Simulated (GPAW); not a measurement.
# InP: single point with PBE

**What was measured.**

A printed reference work, data compilation reports, for a bulk crystal of InP at 1.6 K: band gap 1.4236 eV (direct).

The system is InP.

```xyz
2
Lattice="4.1444 0.0000 0.0000 2.0722 3.5891 0.0000 2.0722 1.1964 3.3838" Properties=species:S:1:pos:R:3 pbc="T T T"
In    0.0000    0.0000    0.0000
P     6.2165    3.5891    2.5379
```

| Quantity | Value |
| --- | --- |
| Program | GPAW 26.7.0 |
| Task | single point |
| Functional | PBE |
| Potentials or basis | GPAW PAW data sets (gpaw-data 1.2.1) |
| Cutoff | 600 eV |
| Basis | pw |
| k mesh | 8 × 8 × 8 |
| Occupations | fermi-dirac, width 0.05 eV |
| Spin | no spin polarisation |

```json
{
 "Pressure": "3.0 GPa",
 "Band gap on the k mesh": "0.71 eV, direct"
}
```

Levels at points of the mesh, in eV from the valence-band top:
| k point | band 6 | band 7 | band 8 | band 9 | band 10 | band 11 | band 12 | band 13 |
| --- | --- | --- | --- | --- | --- | --- | --- | --- |
| (0.00, 0.00, 0.00) | -11.52 | 0.00 | 0.00 | 0.00 | 0.71 | 4.06 | 4.06 | 4.06 |
| (0.50, 0.50, 0.00) | -9.14 | -5.75 | -2.33 | -2.33 | 1.76 | 2.28 | 9.21 | 9.57 |
| (0.50, 0.50, 0.50) | -9.79 | -5.73 | -0.98 | -0.98 | 1.50 | 4.80 | 4.80 | 7.11 |

Run time: 17 s on 1 thread of Arm Neoverse V1, with other jobs on the host, peak memory 0.16 GiB.

A measured gap of InP is 1.4236 eV (direct; 1.6 K; a printed reference work, data compilation); the calculated 0.71 eV misses it by -0.71 eV. Spin-orbit coupling on In is left out. The value is that of PBE, without temperature or zero-point motion. Semilocal functionals fall short of measured gaps as a rule.

Caveat: spin-orbit coupling is left out, which moves the levels of the heavy elements.
